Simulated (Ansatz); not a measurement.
Here is an unrelaxed guess for SiGe5.

```yaml
crystal:
  lattice:
    - [2.97417, 0.00000, 0.00000]
    - [0.00000, 4.20611, 0.00000]
    - [0.00000, 0.00000, 8.92251]
  atoms:
    - { symbol: Si, position: [0.50000, 0.50000, 0.50000] }
    - { symbol: Ge, position: [0.00000, 0.00000, 0.00000] }
    - { symbol: Ge, position: [0.50000, 0.50000, 0.16667] }
    - { symbol: Ge, position: [0.00000, 0.00000, 0.33333] }
    - { symbol: Ge, position: [0.00000, 0.00000, 0.66667] }
    - { symbol: Ge, position: [0.50000, 0.50000, 0.83333] }
```

Method: DFT PBE, scalar-relativistic, plane waves, PAW (Ansatz 0.2.0). Cutoff 420 eV; k points 6×4×2 on the computed 6-atom cell (Γ-centred); Gaussian smearing, width 0.10 eV; no spin polarisation.

Energies over the elements count from the elements' standard structures at the same level, with no fitted energy shifts.

Q: What does a single point on this coarse mesh give?

A: The pressure is 1.2 GPa (the mean over three directions, positive in compression), the largest force is 0.36 eV/Å, and the energy is +0.46 eV/atom against the elements. The shortest distance is 2.97 Å.

Q: Is it a good guess?

A: A fair one: relaxing gains under 0.1 eV/atom (the start's value is from the coarse mesh, so the gain is rough) in 20 ionic steps and ends at +0.38 eV/atom on the finer mesh. The symmetry stays Pmmm (No. 47). The volume per atom grows by 0.8 %, from 18.6 to 18.8 Å³. The shortest distance goes from 2.97 Å (Si–Ge, Ge–Ge and Si–Si) to 2.82 Å (Si–Ge). Conventional cell: a = 3.134 Å, b = 3.630 Å, c = 9.892 Å. Si is surrounded by 8 Ge at 2.82 Å, 2 Si at 3.13 Å, 2 Ge at 3.31 Å and 2 Si at 3.63 Å; Ge on a site of symmetry mmm is surrounded by 8 Ge at 2.90 Å, 2 Ge at 3.13 Å and 4 Ge at 3.47–3.63 Å; Ge on a site of symmetry mm2 is surrounded by 11 Ge at 2.90–3.27 Å, 1 Si at 3.31 Å and 2 Ge at 3.63 Å; 1 more site not described.

The last run used a 12×10×4 mesh (in the run's order of axes) for its 6-atom cell and Gaussian smearing of 0.10 eV. The relaxation can't lower the symmetry of the start, and the grade says only how near the guess is to its own end. Symmetry constrained the relaxation, so the result can be a saddle point.
